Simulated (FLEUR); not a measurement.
A run of FLEUR MaX-R8.1 (later development tree) is set up as follows.

The input inp.xml:

```xml
<?xml version="1.0" encoding="UTF-8" standalone="no"?>
<fleurInput fleurInputVersion="0.39">
   <comment>
      KI                                                                                                  
   </comment>
   <calculationSetup>
      <cutoffs Kmax="4.1" Gmax="12.7" GmaxXC="12.7" numbands="0"/>
      <scfLoop itmax="60" minDistance="0.00001" maxIterBroyd="15" imix="Anderson" alpha="0.05" precondParam="0.0" spinf="2.0" sdNocoIR="T"/>
      <coreElectrons ctail="T" frcor="F" kcrel="0" coretail_lmax="0"/>
      <xcFunctional name="vwn" relativisticCorrections="F"/>
      <magnetism jspins="1"/>
      <soc l_soc="F" theta="0.0" phi="0.0" spav="F"/>
      <expertModes spex="0" secvar="F"/>
      <geometryOptimization l_f="F" forcealpha="1.0" forcemix="BFGS" epsdisp="0.00001" epsforce="0.00001"/>
      <ldaU l_linMix="F" mixParam="0.05" spinf="1.0"/>
   </calculationSetup>
   <cell>
      <bzIntegration valenceElectrons="32.0" mode="hist" fermiSmearingEnergy="0.00183747">
         <kPointListSelection listName="default-1"/>
         <!-- k-points included here -->
         <xi:include xmlns:xi="http://www.w3.org/2001/XInclude" href="kpts.xml"> </xi:include>
      </bzIntegration>
      <!-- symmetry operations included here -->
      <xi:include xmlns:xi="http://www.w3.org/2001/XInclude" href="sym.xml"> </xi:include>
      <bulkLattice scale="1.0">
         <bravaisMatrix>
            <row-1>    0.0000000000000000     6.6759772098337642     6.6759772098337642</row-1>
            <row-2>    6.6759772098337642     0.0000000000000000     6.6759772098337642</row-2>
            <row-3>    6.6759772098337642     6.6759772098337642     0.0000000000000000</row-3>
         </bravaisMatrix>
      </bulkLattice>
   </cell>
   <atomSpecies>
      <species name="Iodine (I)" element="I" atomicNumber="53">
         <mtSphere radius="2.66" gridPoints="879" logIncrement="0.015"/>
         <atomicCutoffs lmax="11" lnonsphr="8"/>
         <electronConfig flipSpins="F">
            <coreConfig>(1s1/2) (2s1/2) (2p1/2) (2p3/2) (3s1/2) (3p1/2) (3p3/2) (4s1/2) (3d3/2) (3d5/2)</coreConfig>
            <valenceConfig>(4p1/2) (4p3/2) (5s1/2) (4d3/2) (4d5/2) (5p1/2) (5p3/2)</valenceConfig>
            <stateOccupation state="(5p1/2)" spinUp="0.833333" spinDown="0.833333"/>
            <stateOccupation state="(5p3/2)" spinUp="1.666667" spinDown="1.666667"/>
         </electronConfig>
         <energyParameters s="5" p="5" d="5" f="4"/>
         <lo type="SCLO" l="1" n="4" eDeriv="0"/>
         <lo type="SCLO" l="1" n="4" eDeriv="1"/>
         <lo type="SCLO" l="2" n="4" eDeriv="0"/>
         <lo type="SCLO" l="2" n="4" eDeriv="1"/>
         <lo type="SCLO" l="0" n="5" eDeriv="2"/>
         <lo type="SCLO" l="3" n="4" eDeriv="2"/>
      </species>
      <species name="Potassium (K)" element="K" atomicNumber="19">
         <mtSphere radius="2.66" gridPoints="879" logIncrement="0.014"/>
         <atomicCutoffs lmax="11" lnonsphr="8"/>
         <electronConfig flipSpins="F">
            <coreConfig>(1s1/2) (2s1/2) (2p1/2) (2p3/2)</coreConfig>
            <valenceConfig>(3s1/2) (3p1/2) (3p3/2) (4s1/2)</valenceConfig>
            <stateOccupation state="(4s1/2)" spinUp="0.500000" spinDown="0.500000"/>
         </electronConfig>
         <energyParameters s="4" p="3" d="3" f="4"/>
         <lo type="SCLO" l="0" n="3" eDeriv="0"/>
         <lo type="HELO" l="1" n="4" eDeriv="0"/>
         <lo type="HELO" l="1" n="4" eDeriv="1"/>
         <lo type="SCLO" l="2" n="3" eDeriv="2"/>
         <lo type="SCLO" l="3" n="4" eDeriv="2"/>
      </species>
   </atomSpecies>
   <atomGroups>
      <atomGroup species="Iodine (I)">
         <relPos label="                   1">1.000/2.000 1.000/2.000 1.000/2.000</relPos>
         <force calculate="T" relaxXYZ="TTT"/>
      </atomGroup>
      <atomGroup species="Potassium (K)">
         <relPos label="                   2">.0000000000 .0000000000 .0000000000</relPos>
         <force calculate="T" relaxXYZ="TTT"/>
      </atomGroup>
   </atomGroups>
   <output dos="F" band="F" slice="F">
      <checks vchk="F" cdinf="F"/>
      <bandDOS minEnergy="-.5*Htr" maxEnergy="0.5*Htr" sigma="0.015" storeEVData="T"/>
      <vacuumDOS vacdos="F" integ="F" star="F" nstars="0" locx1="0.0" locy1="0.0" locx2="0.0" locy2="0.0" nstm="0" tworkf="0.0"/>
      <unfoldingBand unfoldBand="F" supercellX="1" supercellY="1" supercellZ="1"/>
      <plotting iplot="0" polar="F">
         <plot TwoD="T" vec1="  1.0  0.0  0.0" vec2="  0.0  1.0  0.0" vec3="  0.0  0.0  1.0" zero="  0.0  0.0  0.0" file="plot"/>
      </plotting>
      <chargeDensitySlicing numkpt="0" minEigenval="0.0" maxEigenval="0.0" nnne="0" pallst="F"/>
      <specialOutput eonly="F"/>
      <moessbauerParams electricFieldGradient="T" isomerShift="T" coreHyperfine="T" valenceHyperfine="T"/>
      <magneticCircularDichroism mcd="F" energyLo="-10.0" energyUp="0.0"/>
   </output>
  <!-- We include the file relax.xml here to enable relaxations (see documentation) -->
  <xi:include xmlns:xi="http://www.w3.org/2001/XInclude" href="relax.xml"> <xi:fallback/> </xi:include>
</fleurInput>
```

crystal.txt

```
KI
&input cartesian=F /
0.0000000000  3.5327750000  3.5327750000
3.5327750000  0.0000000000  3.5327750000
3.5327750000  3.5327750000  0.0000000000
1.8897261246
1.0 1.0 1.0

2
53 0.5000000000  0.5000000000  0.5000000000
19 0.0000000000  0.0000000000  0.0000000000

&kpt div1=7 div2=7 div3=7 gamma=T /
```

The input inp.xml (bands):

```
<?xml version="1.0" encoding="UTF-8" standalone="no"?>
<fleurInput fleurInputVersion="0.39">
   <comment>
      KI                                                                                                  
   </comment>
   <calculationSetup>
      <cutoffs Kmax="4.1" Gmax="12.7" GmaxXC="12.7" numbands="0"/>
      <scfLoop itmax="60" minDistance="0.00001" maxIterBroyd="15" imix="Anderson" alpha="0.05" precondParam="0.0" spinf="2.0" sdNocoIR="T"/>
      <coreElectrons ctail="T" frcor="F" kcrel="0" coretail_lmax="0"/>
      <xcFunctional name="vwn" relativisticCorrections="F"/>
      <magnetism jspins="1"/>
      <soc l_soc="F" theta="0.0" phi="0.0" spav="F"/>
      <expertModes spex="0" secvar="F"/>
      <geometryOptimization l_f="F" forcealpha="1.0" forcemix="BFGS" epsdisp="0.00001" epsforce="0.00001"/>
      <ldaU l_linMix="F" mixParam="0.05" spinf="1.0"/>
   </calculationSetup>
   <cell>
      <bzIntegration valenceElectrons="32.0" mode="hist" fermiSmearingEnergy="0.00183747">
         <kPointListSelection listName="path-1"/>
         <!-- k-points included here -->
         <xi:include xmlns:xi="http://www.w3.org/2001/XInclude" href="kpts.xml"> </xi:include>
      </bzIntegration>
      <!-- symmetry operations included here -->
      <xi:include xmlns:xi="http://www.w3.org/2001/XInclude" href="sym.xml"> </xi:include>
      <bulkLattice scale="1.0">
         <bravaisMatrix>
            <row-1>    0.0000000000000000     6.6759772098337642     6.6759772098337642</row-1>
            <row-2>    6.6759772098337642     0.0000000000000000     6.6759772098337642</row-2>
            <row-3>    6.6759772098337642     6.6759772098337642     0.0000000000000000</row-3>
         </bravaisMatrix>
      </bulkLattice>
   </cell>
   <atomSpecies>
      <species name="Iodine (I)" element="I" atomicNumber="53">
         <mtSphere radius="2.66" gridPoints="879" logIncrement="0.015"/>
         <atomicCutoffs lmax="11" lnonsphr="8"/>
         <electronConfig flipSpins="F">
            <coreConfig>(1s1/2) (2s1/2) (2p1/2) (2p3/2) (3s1/2) (3p1/2) (3p3/2) (4s1/2) (3d3/2) (3d5/2)</coreConfig>
            <valenceConfig>(4p1/2) (4p3/2) (5s1/2) (4d3/2) (4d5/2) (5p1/2) (5p3/2)</valenceConfig>
            <stateOccupation state="(5p1/2)" spinUp="0.833333" spinDown="0.833333"/>
            <stateOccupation state="(5p3/2)" spinUp="1.666667" spinDown="1.666667"/>
         </electronConfig>
         <energyParameters s="5" p="5" d="5" f="4"/>
         <lo type="SCLO" l="1" n="4" eDeriv="0"/>
         <lo type="SCLO" l="1" n="4" eDeriv="1"/>
         <lo type="SCLO" l="2" n="4" eDeriv="0"/>
         <lo type="SCLO" l="2" n="4" eDeriv="1"/>
         <lo type="SCLO" l="0" n="5" eDeriv="2"/>
         <lo type="SCLO" l="3" n="4" eDeriv="2"/>
      </species>
      <species name="Potassium (K)" element="K" atomicNumber="19">
         <mtSphere radius="2.66" gridPoints="879" logIncrement="0.014"/>
         <atomicCutoffs lmax="11" lnonsphr="8"/>
         <electronConfig flipSpins="F">
            <coreConfig>(1s1/2) (2s1/2) (2p1/2) (2p3/2)</coreConfig>
            <valenceConfig>(3s1/2) (3p1/2) (3p3/2) (4s1/2)</valenceConfig>
            <stateOccupation state="(4s1/2)" spinUp="0.500000" spinDown="0.500000"/>
         </electronConfig>
         <energyParameters s="4" p="3" d="3" f="4"/>
         <lo type="SCLO" l="0" n="3" eDeriv="0"/>
         <lo type="HELO" l="1" n="4" eDeriv="0"/>
         <lo type="HELO" l="1" n="4" eDeriv="1"/>
         <lo type="SCLO" l="2" n="3" eDeriv="2"/>
         <lo type="SCLO" l="3" n="4" eDeriv="2"/>
      </species>
   </atomSpecies>
   <atomGroups>
      <atomGroup species="Iodine (I)">
         <relPos label="                   1">1.000/2.000 1.000/2.000 1.000/2.000</relPos>
         <force calculate="T" relaxXYZ="TTT"/>
      </atomGroup>
      <atomGroup species="Potassium (K)">
         <relPos label="                   2">.0000000000 .0000000000 .0000000000</relPos>
         <force calculate="T" relaxXYZ="TTT"/>
      </atomGroup>
   </atomGroups>
   <output dos="F" band="T" slice="F">
      <checks vchk="F" cdinf="F"/>
      <bandDOS minEnergy="-.5*Htr" maxEnergy="0.5*Htr" sigma="0.015" storeEVData="T"/>
      <vacuumDOS vacdos="F" integ="F" star="F" nstars="0" locx1="0.0" locy1="0.0" locx2="0.0" locy2="0.0" nstm="0" tworkf="0.0"/>
      <unfoldingBand unfoldBand="F" supercellX="1" supercellY="1" supercellZ="1"/>
      <plotting iplot="0" polar="F">
         <plot TwoD="T" vec1="  1.0  0.0  0.0" vec2="  0.0  1.0  0.0" vec3="  0.0  0.0  1.0" zero="  0.0  0.0  0.0" file="plot"/>
      </plotting>
      <chargeDensitySlicing numkpt="0" minEigenval="0.0" maxEigenval="0.0" nnne="0" pallst="F"/>
      <specialOutput eonly="F"/>
      <moessbauerParams electricFieldGradient="T" isomerShift="T" coreHyperfine="T" valenceHyperfine="T"/>
      <magneticCircularDichroism mcd="F" energyLo="-10.0" energyUp="0.0"/>
   </output>
  <!-- We include the file relax.xml here to enable relaxations (see documentation) -->
  <xi:include xmlns:xi="http://www.w3.org/2001/XInclude" href="relax.xml"> <xi:fallback/> </xi:include>
</fleurInput>
```

Potentials or basis: all-electron, FLAPW.

Launch:

```console
$ inpgen -f crystal.txt -profile fastHighL
$ # inp.xml edited to the form shown
$ fleur_MPI
$ fleur_MPI   # second run, on inp.xml (bands)
```

(1) Estimate the band gap along the path.

(2) Predict the band gap on the k mesh.

Results:

(1) 3.61 eV, direct.

(2) 3.61 eV, direct.

Caveat: spin-orbit coupling is left out, which moves the levels of the heavy elements.

**What was measured.**

A printed reference work, monograph reports, for a bulk crystal of KI: band gap 6.32 eV.

A measured gap of KI is 6.32 eV (a printed reference work, monograph); the calculated 3.61 eV misses it by -2.71 eV. Spin-orbit coupling on I is left out. The value is that of LDA, without temperature or zero-point motion. Semilocal functionals fall short of measured gaps as a rule.
